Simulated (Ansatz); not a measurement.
## Sr: one input, then a changed one

The cell is the one relaxed in the Materials Project (mp-95), not relaxed further here; entries there can be hypothetical.

First run: DFT, PBE, all-electron LAPW, scalar-relativistic (Ansatz 0.2.0).

Command: `ansatz run input.yaml --threads 1 --pin off --max-ram 2048MiB --backend cpu --events-out ev --progress --plain --runs-dir out` The run took about 1.6 s on 1 thread of a shared machine.

```yaml
crystal:
  lattice:
    - [-2.4022136893, 2.4022136893, 2.4022136893]
    - [2.4022136893, -2.4022136893, 2.4022136893]
    - [2.4022136893, 2.4022136893, -2.4022136893]
  atoms:
    - { symbol: Sr, position: [0.0, 0.0, 0.0] }
kpoints:
  mp_grid: { grid: [10, 10, 10] }
  band_path:
    path:
      - [0.0, 0.0, 0.0]
      - [0.5, -0.5, 0.5]
      - [0.0, 0.0, 0.5]
      - [0.0, 0.0, 0.0]
      - [0.25, 0.25, 0.25]
      - [0.5, -0.5, 0.5]
      - [0.25, 0.25, 0.25]
      - [0.0, 0.0, 0.5]
    npoints: 5
scf:
  occupations: { method: fermi_dirac, width: 0.05 }
hamiltonian:
  xc: pbe
  pseudopotentials: { kind: all_electron, lapw: { basis_error: 0.0005 } }
output:
  forces: true
  stress: true
  eigenvalues: true
```

Result: converged; pressure -0.32 GPa; no gap on the k mesh; 7 SCF iterations.

The input is then changed:

```diff
@@ -5,5 +5,5 @@
     - [2.4022136893, 2.4022136893, -2.4022136893]
   atoms:
-    - { symbol: Sr, position: [0.0, 0.0, 0.0] }
+    - { symbol: Sr, position: [0.0, 0.0, 0.0], spin: 0.2 }
 kpoints:
   mp_grid: { grid: [10, 10, 10] }
@@ -21,4 +21,5 @@
 scf:
   occupations: { method: fermi_dirac, width: 0.05 }
+  mixing: { algorithm: broyden, beta: 0.5, ndim: 8 }
 hamiltonian:
   xc: pbe
@@ -28,3 +29,7 @@
   stress: true
   eigenvalues: true
+basis:
+  xc_grid: 3
+magnetization:
+  spin_polarized: true
```

(1) Predict the outcome of the changed run.

Results:

(1) It converged; pressure -0.32 GPa; moment 0.00 μB; 12 SCF iterations.
